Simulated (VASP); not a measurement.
SnSe2: band structure with TB-mBJ

Crystal: SnSe2.

```xyz
3
Lattice="3.8193 0.0000 0.0000 -1.9096 3.3076 0.0000 0.0000 0.0000 6.1533" Properties=species:S:1:pos:R:3 pbc="T T T"
Sn    0.0000    0.0000    0.0000
Se    1.9097    1.1025    4.5651
Se    0.0000    2.2051    1.5882
```

The cell is a database's computed one.

```json
{
  "Program": "VASP 6.6.1",
  "Task": "band structure",
  "Functional": "TB-mBJ",
  "Potentials or basis": "VASP PAW PBE potentials, release 64 (Sn_d, Se)",
  "Cutoff": "520 eV",
  "k mesh": "9 × 9 × 4",
  "Occupations": "gaussian, width 0.02 eV",
  "Spin": "no spin polarisation",
  "Further INCAR settings": "ALGO = Normal; EDIFF = 1e-07; NBANDS = 20"
}
```

```
Band gap on the k mesh  : 1.22 eV, indirect (least direct gap 1.68 eV)
Band gap along the path : 1.17 eV, indirect (least direct gap 1.73 eV)
```

Levels at the corners of the path, in eV from the valence-band top:
```
point  band 10  band 11  band 12  band 13  band 14  band 15  band 16  band 17
    Γ    -0.60    -0.33    -0.33    -0.11     1.66     3.79     5.17     5.17
    M    -2.81    -2.40    -1.18    -0.28     1.60     4.37     5.72     5.90
    M    -2.81    -2.40    -1.18    -0.28     1.60     4.37     5.72     5.90
    K    -3.30    -3.10    -1.53    -1.53     1.63     6.80     6.80     7.56
    K    -3.30    -3.10    -1.53    -1.53     1.63     6.80     6.80     7.56
    Γ    -0.60    -0.33    -0.33    -0.11     1.66     3.79     5.17     5.17
    Γ    -0.60    -0.33    -0.33    -0.11     1.66     3.79     5.17     5.17
    A    -0.71    -0.71    -0.16    -0.16     2.96     3.76     4.87     4.87
    A    -0.71    -0.71    -0.16    -0.16     2.96     3.76     4.87     4.87
    L    -2.20    -1.86    -0.82    -0.69     1.22     4.75     5.23     6.29
    L    -2.20    -1.86    -0.82    -0.69     1.22     4.75     5.23     6.29
    H    -3.87    -3.47    -0.38    -0.38     2.70     5.04     5.04     6.53
    H    -3.87    -3.47    -0.38    -0.38     2.70     5.04     5.04     6.53
    A    -0.71    -0.71    -0.16    -0.16     2.96     3.76     4.87     4.87
    L    -2.20    -1.86    -0.82    -0.69     1.22     4.75     5.23     6.29
    M    -2.81    -2.40    -1.18    -0.28     1.60     4.37     5.72     5.90
    K    -3.30    -3.10    -1.53    -1.53     1.63     6.80     6.80     7.56
    H    -3.87    -3.47    -0.38    -0.38     2.70     5.04     5.04     6.53
```

It took 5.5 min on 1 thread of AMD EPYC 9R45 96-Core Processor (Zen 5), on a shared host, peak memory 0.32 GiB.

Caveat: spin-orbit coupling is left out, which moves the levels of the heavy elements.
